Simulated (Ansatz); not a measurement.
## TaAs, before and after

The guess for TaAs was made by a generator: random cell by space group and Wyckoff sites (P4/mmm, No. 123). The dimensions are guesses.

POSCAR.start

```
Ta As
1.0
     3.44683    0.00000    0.00000
     0.00000    3.44683    0.00000
     0.00000    0.00000    3.63102
Ta As
1 1
Direct
  0.50000 0.50000 0.00000
  0.00000 0.00000 0.50000
```

The calculation used DFT PBE, scalar-relativistic, plane waves, PAW in Ansatz. Cutoff 420 eV, Gaussian smearing, Γ-centred meshes. Cell and atoms relax first on a coarse mesh and then on a finer one. In between, the cell is made exact in the group found at 0.06 Å. In metals the finer mesh still leaves noise of several meV/atom or more. The steps can't lower the symmetry of their start. No spin polarisation.

POSCAR.end

```
Ta As
1.0
     3.21467    0.00000    0.00000
     0.00000    3.21467    0.00000
     0.00000    0.00000    3.21467
Ta As
1 1
Direct
  0.50000 0.50000 0.50000
  0.00000 0.00000 0.00000
```

The symmetry goes from P4/mmm (No. 123) to Pm-3m (No. 221). The end has the caesium chloride type. The volume per atom shrinks by 23.0 %, from 21.6 to 16.6 Å³. The shortest distance goes from 3.04 Å (Ta–As) to 2.78 Å (Ta–As). The energy falls by about 0.53 eV/atom (the start's value is from the coarse mesh). The end is written in a standard setting, so origin, axes and order of atoms can differ from the start's.

```yaml
Volume_per_atom: 16.61 Å³
Density: 12.79 g/cm³
Formation_energy: −0.27 eV/atom
Gap_on_the_18×18×18_mesh_of_the_2-atom_cell: 0 eV (a metal)
```

Formation energies are uncorrected and refer to the elements' standard structures at the same level. Whether it is stable depends on the other phases of the system, which aren't compared here.

The last run used Gaussian smearing of 0.10 eV. Spin–orbit coupling, which can matter for Ta, is left out. The reference form of As is held partly by dispersion forces, which this level lacks. Symmetry constrained the relaxation, so the result can be a saddle point. In all, the 3 runs took 46 s on 1 thread of AMD EPYC 7B13 (Zen 3) (shared host).
